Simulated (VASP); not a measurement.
TiS2 in VASP 6.6.1, single-point calculation

INCAR

```
EDIFF = 1E-7
LDAUJ = 0 0
NELM = 120
IBRION = -1
LWAVE = .FALSE.
LDAU = .TRUE.
SIGMA = 0.02
LMAXMIX = 4
NBANDS = 19
ENCUT = 520
NSW = 0
LDAUTYPE = 2
LREAL = .FALSE.
ISMEAR = -1
LCHARG = .FALSE.
LASPH = .TRUE.
LDAUL = 2 -1
GGA = PE
ISIF = 2
LDAUU = 8.0 0
PREC = Accurate
```

KPOINTS

```
KPOINTS created by Atomic Simulation Environment
0
Monkhorst-Pack
12 12 4
0 0 0
```

POSCAR

```
Ti S
 1.0000000000000000
     3.2966463242289885    0.0000000000000000    0.0000000000000000
    -1.6483231621144943    2.8549794640748951    0.0000000000000000
     0.0000000000000000    0.0000000000000000    5.7407101476999998
 Ti  S
   1   2
Cartesian
  0.0000000000000000 -0.0000000000000000 -0.0000000000000000
 -0.0000000000000001  1.9033196427165966  1.4486898292587993
  1.6483231621144940  0.9516598213582983  4.2920203184411996
```

The recommended PBE PAW datasets give the neutral cell 24 valence electrons.

Command

```
mpirun -np 1 vasp_std
```

Question: Predict the outcome of this run.

Answer: It converged. Results: gap between bands v and c on the k mesh 0.51 eV; least direct gap on the k mesh 1.49 eV; pressure 15.5 GPa; largest force 0.73 eV/Å. Band v is the last that the valence electrons fill when counted band by band, and c is the next.

OSZICAR

```
N       E                     dE             d eps       ncg     rms          rms(c)
DAV:   1     0.218878867011E+03    0.21888E+03   -0.11648E+04  5928   0.128E+03
DAV:   2     0.182865374836E+01   -0.21705E+03   -0.20963E+03  6242   0.344E+02
DAV:   3    -0.187506505976E+02   -0.20579E+02   -0.20156E+02  8468   0.101E+02
DAV:   4    -0.194886913242E+02   -0.73804E+00   -0.73595E+00  8241   0.180E+01
DAV:   5    -0.195117817183E+02   -0.23090E-01   -0.23074E-01  8784   0.292E+00    0.155E+01
DAV:   6    -0.144337682658E+02    0.50780E+01   -0.20917E+01  7696   0.481E+01    0.901E+00
DAV:   7    -0.143940465375E+02    0.39722E-01   -0.31153E+00  7582   0.148E+01    0.562E+00
DAV:   8    -0.145889332593E+02   -0.19489E+00   -0.17097E+00  7449   0.114E+01    0.301E+00
DAV:   9    -0.144938777905E+02    0.95055E-01   -0.12908E+00  7428   0.105E+01    0.118E+00
DAV:  10    -0.144911202366E+02    0.27576E-02   -0.10184E-01  7562   0.268E+00    0.513E-01
DAV:  11    -0.145012467954E+02   -0.10127E-01   -0.29790E-02  8197   0.113E+00    0.585E-01
DAV:  12    -0.144964616270E+02    0.47852E-02   -0.12602E-02  7663   0.104E+00    0.206E-01
DAV:  13    -0.144962380523E+02    0.22357E-03   -0.19441E-03  7865   0.320E-01    0.708E-02
DAV:  14    -0.144961840078E+02    0.54045E-04   -0.17536E-04  8236   0.954E-02    0.444E-02
DAV:  15    -0.144961696123E+02    0.14395E-04   -0.57126E-05  8479   0.649E-02    0.229E-02
DAV:  16    -0.144961710508E+02   -0.14385E-05   -0.54950E-05  7864   0.659E-02    0.176E-02
DAV:  17    -0.144961691257E+02    0.19251E-05   -0.90251E-06  7112   0.295E-02    0.721E-03
DAV:  18    -0.144961689382E+02    0.18751E-06   -0.33647E-07  7220   0.444E-03    0.304E-03
DAV:  19    -0.144961689287E+02    0.94910E-08   -0.52056E-08  4135   0.220E-03
   1 F= -.14496169E+02 E0= -.14496169E+02  d E =-.107919E-07
```

Standard output (part)

```
POSCAR found type information on POSCAR TiS
 POSCAR found :  2 types and       3 ions
 LDA part: xc-table for (Slater+PW92), standard interpolation
 POSCAR, INCAR and KPOINTS ok, starting setup
 WAVECAR not read
 entering main loop
```

The shifted mesh misses Γ, so a band edge there is missed.

For comparison, a separate PBE run of the intended cell, on usual settings and not on those above, gives a gap of -0.54 eV on its mesh and a pressure of 6.1 GPa.
